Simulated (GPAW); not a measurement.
A run of GPAW 26.7.0 is set up as follows.

The input run.py:

```python
from ase import Atoms
from ase.filters import FrechetCellFilter
from ase.io import write
from ase.optimize import BFGS
from ase.units import GPa
from gpaw import GPAW, PW, setup_paths

setup_paths.insert(0, '.')

atoms = Atoms(['Zn'],
              cell=[[0.0, 1.964776, 1.964776],
                    [1.964776, 0.0, 1.964776],
                    [1.964776, 1.964776, 0.0]],
              scaled_positions=[[0.0, 0.0, 0.0]],
              pbc=True)

calc = GPAW(mode=PW(600),
            xc='PBEsol',
            kpts={'size': (12, 12, 12), 'gamma': True},
            occupations={'name': 'fermi-dirac', 'width': 0.05},
            nbands=13,
            convergence={'density': 1e-05, 'forces': 0.0001},
            maxiter=150,
            txt='gpaw.txt')
atoms.calc = calc
opt = BFGS(FrechetCellFilter(atoms, scalar_pressure=30 * GPa), trajectory='relax.traj', logfile='-')
done = opt.run(fmax=0.02, steps=60)
calc.write('gs.gpw')
write('result.traj', atoms)
print('Converged:', done)
print('Cell:', atoms.cell.cellpar().round(4))
print('Volume:', round(atoms.get_volume(), 4))
print(atoms.get_scaled_positions().round(5))
```

Potentials or basis: PAW data sets generated in the run's folder for this functional, pw.

Command:

```sh
$ gpaw-setup -f PBEsol Zn
$ OMP_NUM_THREADS=1 python run.py
```

Q: What does it give for the relaxed cell?

A: a = 2.536 Å, b = 2.536 Å, c = 2.536 Å, α = 60.00°, β = 60.00°, γ = 60.00°.

Q: Estimate the band gap on the k mesh.

A: None (metal or under the smearing width).

Final structure:
```xyz
1
Lattice="0.0000 1.7932 1.7932 1.7932 0.0000 1.7932 1.7932 1.7932 0.0000" Properties=species:S:1:pos:R:3 pbc="T T T"
Zn    0.0000    0.0000    0.0000
```

Caveat: later steps reuse the first step's grids.
